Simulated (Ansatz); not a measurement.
Sn: band structure with PBE

Sn:

```xyz
2
Lattice="0.0000 3.2333 3.2333 3.2333 0.0000 3.2333 3.2333 3.2333 0.0000" Properties=species:S:1:pos:R:3 pbc="T T T"
Sn    4.8500    4.8500    4.8500
Sn    3.2333    3.2333    3.2333
```

This isn't the form of Sn at room conditions, which is tetragonal (white tin).

* Program: Ansatz 0.2.0
* Task: band structure
* Functional: PBE
* Potentials or basis: all-electron LAPW, scalar-relativistic
* Cutoff: 257 eV (chosen from the basis error)
* Basis error allowed: 0.001 eV/atom
* k mesh: 7 × 7 × 7
* Occupations: fermi-dirac, width 0.05 eV
* Spin: no spin polarisation

```yaml
Pressure: 3.8 GPa
Band_gap_along_the_path: none (metal or under the smearing width)
```

Levels at the corners of the path, in eV from the Fermi level:
| point | band 19 | band 20 | band 21 | band 22 | band 23 | band 24 | band 25 | band 26 |
| --- | --- | --- | --- | --- | --- | --- | --- | --- |
| Γ | -10.66 | -0.54 | 0.10 | 0.10 | 0.10 | 2.18 | 2.18 | 2.18 |
| X | -7.53 | -7.53 | -2.48 | -2.48 | 0.83 | 0.83 | 7.81 | 7.81 |
| W | -7.47 | -7.47 | -3.07 | -3.07 | 3.47 | 3.47 | 4.06 | 4.06 |
| K | -7.94 | -7.04 | -3.40 | -2.12 | 1.11 | 3.40 | 5.83 | 6.06 |
| Γ | -10.66 | -0.54 | 0.10 | 0.10 | 0.10 | 2.18 | 2.18 | 2.18 |
| L | -9.01 | -6.32 | -1.12 | -1.12 | 0.03 | 3.25 | 3.25 | 5.66 |
| U | -7.94 | -7.04 | -3.40 | -2.12 | 1.11 | 3.40 | 5.83 | 6.06 |
| W | -7.47 | -7.47 | -3.07 | -3.07 | 3.47 | 3.47 | 4.06 | 4.06 |

Run time: 12 s on 1 thread of AMD EPYC 7R43 64-Core Processor (Zen 3), on a shared host, peak memory 0.32 GiB.

Caveat: spin-orbit coupling is left out, which moves the levels of the heavy elements.
